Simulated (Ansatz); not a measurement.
Input and command of a calculation in Ansatz (plane waves; scalar-relativistic PAW potentials unless the input names others):

```yaml
crystal:
  lattice:
    - [-1.56688875, 1.56688875, 2.95938475]
    - [1.56688875, -1.56688875, 2.95938475]
    - [1.56688875, 1.56688875, -2.95938475]
  atoms:
    - { symbol: Sn, position: [0.0, 0.0, 0.0] }
basis:
  ecutwfc: 420
kpoints:
  mp_grid: { grid: [10, 10, 10] }
hamiltonian:
  xc: pbe
  dispersion: d4
scf:
  occupations: { method: gaussian, width: 0.15 }
output:
  forces: true
  eigenvalues: true
  stress: true
```

```bash
ansatz run input.yaml --threads 1 --pin off --max-ram 2560MiB --backend cpu --events-out ev --progress --plain --runs-dir out
```

Abridged log:
```
Basis set: ecut = 420 eV, 557 PW (Γ), exchange–correlation on 50×50×50 points (8 copies of the dense FFT grid, shifted against one another)
Bands: 11, of which v1, the nominal top of the filled ones, is band 7 counted from 1 (6 counted from 0)
Symmetry: 16 space group operations
k-points: 102 of 1000
SCF iter   1: F=—  HF=-6024.503545 eV  |F-HF|=—  |Δ(HF+E_count)|=         —  Δρ=9.97e-4  dr2=2.51e-4  ethr=1.77e-3  ⟨swp⟩=5.0  Hψ=6554  notcnv=0
SCF iter   2: F=—  HF=-6024.503040 eV  |F-HF|=—  |Δ(HF+E_count)|=   5.05e-4  Δρ=6.41e-4  dr2=1.02e-4  ethr=1.79e-6  ⟨swp⟩=2.1  Hψ=2550  notcnv=0
SCF iter   3: F=—  HF=-6024.503073 eV  |F-HF|=—  |Δ(HF+E_count)|=   3.29e-5  Δρ=2.06e-4  dr2=1.20e-5  ethr=7.32e-7  ⟨swp⟩=3.0  Hψ=1816  notcnv=0
SCF iter   4: F=—  HF=-6024.503071 eV  |F-HF|=—  |Δ(HF+E_count)|=   1.74e-6  Δρ=7.71e-5  dr2=1.44e-6  ethr=8.54e-8  ⟨swp⟩=3.0  Hψ=1820  notcnv=0
SCF iter   5: F=-6024.503070 eV  HF=-6024.503070 eV  |F-HF|=7.19e-9  |Δ(HF+E_count)|=   9.98e-7  Δρ=1.24e-5  dr2=4.93e-8  ethr=1.03e-8  ⟨swp⟩=2.0  Hψ=1815  notcnv=0
SCF iter   6: F=-6024.503070 eV  HF=-6024.503070 eV  |F-HF|=3.47e-10  |Δ(HF+E_count)|=   1.09e-8  Δρ=2.47e-6  dr2=2.01e-9  ethr=3.52e-10  ⟨swp⟩=3.6  Hψ=4042  notcnv=0
SCF 1 converged in 6 iterations: F = -6024.503070 eV  dr2 = 2.01e-9
SCF converged after 6 iterations
Free energy (F): -6024.503070 eV
Harris-Foulkes:  -6024.503070 eV  (|F-HF|=3.47e-10)
Internal energy: -6024.496542 eV  (E = F + TS)
E sigma→0 (E₀):  -6024.499806 eV
Entropy (-TS):   -0.006528 eV (-6.528 meV/atom)
Fermi energy:    9.902563 eV
  E_disp       = -0.397752  (pairwise vdW)
--- Forces (eV/Å), atoms counted from 1 ---
  atom   1  Sn     0.00000000     0.00000000     0.00000000
--- Stress (GPa, compression-positive) ---
       -1.355222       0.000000       0.000000
        0.000000      -1.355222       0.000000
        0.000000       0.000000      -5.175955
  P = ⅓ Tr σ = -2.6288 GPa (-26.288 kbar)
```

Apart from outputs and empty bands, the input differs from a reference run on usual settings in kpoints.mp_grid.grid: [20, 20, 20] → [10, 10, 10]; hamiltonian.dispersion: not typed → "d4". The reference, at the same geometry (not necessarily relaxed), gave pressure -0.76 GPa, largest force 0.000 eV/Å, no gap on the mesh. This run converged in 6 SCF iterations (reference: 6) with an energy at zero smearing 399 meV/atom below the reference's (the Hamiltonian itself differs), pressure -2.63 GPa, largest force 0.000 eV/Å, no gap on the mesh. Its k mesh is looser than usual. The Hamiltonian differs as well, so the change in the result can't be put down to that alone.

Time: 3 s on 1 thread of Intel(R) Xeon(R) Platinum 8259CL CPU @ 2.50GHz (Skylake/Cascade Lake), with other jobs on the host, peak memory 0.36 GiB.